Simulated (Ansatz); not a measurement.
Born–Oppenheimer molecular dynamics of a periodic cell of 49 atoms, Si17O32 (host SiO2, host structure P2_1/c, interstitial Si). It starts from a partly relaxed structure (largest force component 0.19 eV/Å).

Level of theory: Ansatz, DFT LDA, scalar-relativistic, plane waves, PAW. Settings: PAW set soft_1, cutoff 420 eV, k mesh 2x2x2, fermi-dirac smearing 0.02 eV, no spin polarisation.

* ensemble: NVE (velocity Verlet)
* time step: 1 fs
* steps asked: 130
* starting velocities drawn for: 1200 K
* seed: 922515

First frame:

```xyz
49
Lattice="-8.5230 -4.8942 0.0000 8.5230 -4.8942 0.0000 -5.4296 0.0000 8.1232" Properties=species:S:1:pos:R:3
Si -0.321 -4.057 2.124
Si -0.652 -3.574 5.253
Si 2.610 -3.652 1.526
Si -3.384 -3.008 6.643
Si -4.830 -5.668 6.103
Si -7.648 -6.297 6.863
Si -4.977 -5.946 3.013
Si -2.238 -6.523 1.711
O -2.834 -6.559 0.209
O -5.301 -5.866 4.576
O -8.056 -7.469 5.843
O -6.041 -6.221 7.016
O -4.384 -8.851 5.946
O 3.667 -4.844 1.853
O -4.077 -1.585 6.360
O -1.661 -0.745 1.972
O -2.116 -3.046 5.647
O -2.770 -3.159 8.123
O -8.184 -4.880 6.337
O -0.554 -3.583 3.651
O 1.232 -4.373 1.918
O 2.744 -2.301 2.412
O -3.417 -6.181 2.749
O -1.667 -7.963 2.095
Si -9.286 -4.359 2.332
Si -8.806 -3.800 5.336
Si -6.502 -3.586 1.452
Si -3.127 -8.052 6.550
Si 3.420 -5.385 5.778
Si 0.612 -6.108 6.453
Si 3.303 -6.174 2.774
Si -2.018 -2.090 1.162
O -2.839 -1.775 -0.191
O 2.945 -5.583 4.255
O -7.905 -2.459 5.417
O 2.055 -5.416 6.634
O -4.518 -4.131 6.431
O -5.425 -4.514 2.315
O -3.483 -6.488 6.438
O -1.094 -5.427 1.849
O -1.803 -8.355 5.713
O -2.832 -8.445 8.082
O -0.457 -5.036 5.912
O -8.793 -4.428 3.860
O -7.947 -4.291 1.424
O 2.005 -7.022 2.143
O -2.856 -3.141 2.055
O -0.635 -2.918 0.997
Si -3.905 -3.174 3.337
```

(1) What does the run give?

(2) What happens to the structure?

(3) How do temperature and energy run in time?

Answers

(1) The run went to its last step.

- steps done: 130
- time covered: 130 fs
- mean temperature over the second half: 590 K
- spread of the potential energy over the second half: 5.7 meV per atom
- mean potential energy of the second half above the start: 77.5 meV per atom

The conserved energy stayed within 0.5 meV per atom of its start (net change 0.1 meV per atom), so the integration is sound. Over the second half the temperature averaged 0.49 of the 1200 K drawn at the start: a run that starts near a minimum puts about half its kinetic energy into the potential. A run of 0.13 ps of so small a system gives no equilibrium averages. The SCF threshold is loose, so the forces are noisy. Limits of this set-up: PAW files made for another functional, a small cell, in which the defect meets its images, a typed lattice constant that wasn't relaxed here.

(2) Mean squared displacements from the first frame to the last, about the centre of mass: Si 0.12 Å², O 0.20 Å². The details hang on the random start.

(3) 
```
time (fs)  T (K)  potential energy less start (eV)  conserved less start (meV/atom)
        0   1200                             0.000                             0.00
       10    596                             3.770                             0.43
       20    573                             3.902                             0.30
       30    493                             4.402                             0.31
       40    565                             3.955                             0.34
       50    703                             3.097                             0.24
       60    645                             3.454                             0.20
       70    648                             3.432                             0.17
       80    536                             4.128                             0.23
       90    682                             3.217                             0.10
      100    506                             4.318                             0.22
      110    578                             3.869                             0.13
      120    594                             3.764                             0.12
      130    622                             3.593                             0.10
```

Time of the run: 19 min on 4 threads of Arm Neoverse V1 (shared host), peak memory 3.1 GiB.
